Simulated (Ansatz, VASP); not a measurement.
**One calculation of BN, two programs**

INCAR

```
SYSTEM = BN
  PREC = Accurate
  ENCUT = 520
  EDIFF = 1E-7
  ISMEAR = -1
  SIGMA = 0.05
  LREAL = .False.
  LASPH = .True.
  NELM = 100
  ALGO = Normal
  ISIF = 2
  LWAVE = .False.
  LCHARG = .False.
  GGA = CA
  NBANDS = 11
```

KPOINTS

```
regular mesh
0
Gamma
  12 12 12
  0 0 0
```

Contents of POSCAR:

```
BN
1.0
    1.2594075994      0.7271193165      3.3952723682
   -1.2594075994      0.7271193165      3.3952723682
    0.0000000000     -1.4542386330      3.3952723682
N B
1 1
Direct
    0.6672382000      0.6672382000      0.6672382000
    0.0003288000      0.0003288000      0.0003288000
```

input.yaml

```yaml
crystal:
  lattice:
    - [1.2594075994, 0.7271193165, 3.3952723682]
    - [-1.2594075994, 0.7271193165, 3.3952723682]
    - [0.0, -1.454238633, 3.3952723682]
  atoms:
    - { symbol: "N", position: [0.6672382, 0.6672382, 0.6672382] }
    - { symbol: B, position: [0.0003288, 0.0003288, 0.0003288] }
kpoints:
  mp_grid: { grid: [12, 12, 12] }
scf:
  occupations: { method: fermi_dirac, width: 0.05 }
hamiltonian:
  xc: lda
  pseudopotentials: { kind: all_electron, lapw: { basis_error: 0.001 } }
output:
  forces: true
  stress: true
  eigenvalues: true
```

Change from the starting cell: volume scaled by 1.02.

Alike in both runs: task single point; functional LDA; k mesh 12 × 12 × 12; occupations fermi-dirac, width 0.05 eV; no spin polarisation.

|  | VASP | Ansatz |
| --- | --- | --- |
| version | VASP 6.6.1 | Ansatz 0.2.0 |
| potentials or method | VASP PAW LDA potentials, release 64 (N, B) | all-electron LAPW, scalar-relativistic |
| plane-wave cutoff (eV) | 520 | see its input |

```tsv
	VASP	Ansatz	Ansatz less VASP
gap on the k mesh at the Fermi level (eV)	4.07	4.08	+0.008
least direct gap on the mesh (eV)	4.51	4.51	+0.006
pressure (GPa)	-8.3	-8.6	-0.29
largest component of the traceless stress (GPa)	7.09	7.54	+0.456
```

Ansatz ran all-electron here, so the differences hold the error of VASP's frozen core and of both bases.

A k mesh can miss the band edges.
